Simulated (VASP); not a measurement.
Ni: single point with PBE

Ni:

```
Ni
1.0
     0.00000    1.73757    1.73757
     1.73757    0.00000    1.73757
     1.73757    1.73757    0.00000
Ni
1
Direct
  0.00000 0.00000 0.00000
```

```
Program             : VASP 6.6.1
Task                : single point
Functional          : PBE
Potentials or basis : VASP PAW PBE potentials, release 64 (Ni)
Cutoff              : 520 eV
k mesh              : 13 × 13 × 13
Occupations         : gaussian, width 0.024 eV
Spin                : collinear spin, ferromagnetic start
Starting moments    : [1.0] μB
```

The pressure is 7.7 GPa and the band gap on the k mesh is none (metal or under the smearing width). The net moment is 0.62 μB per cell. The site moments are Ni +0.63 μB and the valence electrons inside the program's atomic spheres are Ni 9.38.

Levels at points of the mesh, in eV from the Fermi level:
Spin up:
```csv
k point,band 1,band 2,band 3,band 4,band 5,band 6,band 7,band 8,band 9,band 10
"(0.00, 0.00, 0.00)",-9.29,-2.55,-2.55,-2.55,-1.30,-1.30,24.01,28.16,28.16,28.16
```
Spin down:
| k point | band 3 | band 4 | band 5 | band 6 | band 7 | band 8 |
| --- | --- | --- | --- | --- | --- | --- |
| (0.00, 0.00, 0.00) | -1.80 | -1.80 | -0.73 | -0.73 | 23.86 | 28.14 |

It took 19 s on 1 thread of Intel(R) Xeon(R) Platinum 8259CL CPU @ 2.50GHz (Skylake/Cascade Lake) (shared host), peak memory 0.13 GiB.
